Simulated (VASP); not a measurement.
## AlPt under changes of volume

One of the cells (14.401 Å³/atom); the others are scaled copies at fixed shape and fractional positions:

```
Pt Al
1.0
     3.06532    0.00000    0.00000
     0.00000    3.06532    0.00000
     0.00000    0.00000    3.06532
Pt Al
1 1
Direct
  0.50000 0.50000 0.50000
  0.00000 0.00000 0.00000
```

Measurements of this composition are mostly on another form, of space group No. 198.

```yaml
Program: VASP 6.6.1
Functional: r2SCAN
Potentials_or_basis: VASP PAW PBE potentials, release 64 (Pt, Al)
Cutoff: 520 eV
k_mesh: 8 × 8 × 8
Occupations: fermi-dirac, width 0.05 eV
Spin: no spin polarisation
```

```tsv
volume (Å³/atom)	energy over the lowest point (meV/atom)	pressure (GPa)
13.825	15.68	9.3
14.113	?	?
14.401	0.00	0.0
14.689	3.77	-4.0
14.977	14.17	-7.4
```

Question: What does the run at 14.113 Å³/atom give?

Answer: Energy over the lowest point 3.66 meV/atom; pressure 4.3 GPa.

Worked out: A Birch-Murnaghan fit of order 2 (a polynomial in V^(-2/3)) to the other rows has its minimum at 14.40 Å³/atom with B0 = V·E''(V) = 207 GPa. It gives 3.74 meV/atom at 14.113 Å³/atom, against the run's 3.66, and -dE/dV = 4.3 GPa, against 4.3.

Energies are extrapolated to zero smearing.

Caveats: the PAW data sets were made with another functional, which shifts forces and pressure a little.
